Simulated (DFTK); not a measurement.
MgTe:

```
Te Mg
1.0
     0.00000    3.23200    3.23200
     3.23200    0.00000    3.23200
     3.23200    3.23200    0.00000
Te Mg
1 1
Direct
  0.25000 0.25000 0.25000
  0.00000 0.00000 0.00000
```

The cell comes from a database or a generator and needn't be the stable form of this composition.

Program: DFTK 0.8.2. Alike in all runs: task single point; potentials or basis cp2k.nc.sr.pbe.v0_1.largecore.gth (PBE, GTH, large core); no spin polarisation; cell as given; k mesh 3 × 3 × 3; cutoff (eV) 544; smearing fermi-dirac 0.05 eV; the mesh is coarse, so values aren't converged.

Question: Order these runs on this cell by their band gap on the k mesh, lowest first.
A. level PBEsol0
B. level HF
C. level PBEsol

Answer: C (2.22 eV), A (3.80 eV), B (9.06 eV).

Caveats: all runs use coarse meshes; GTH potentials come without recommended cutoffs, and this one wasn't checked for convergence; spin-orbit coupling is left out, which moves the levels of the heavy elements; this set keeps more shells in the core, which shifts pressures and gaps; the program's treatment of exact exchange at zero wave vector lowers gaps by one to five hundredths of an eV on this mesh and cutoff (some runs).
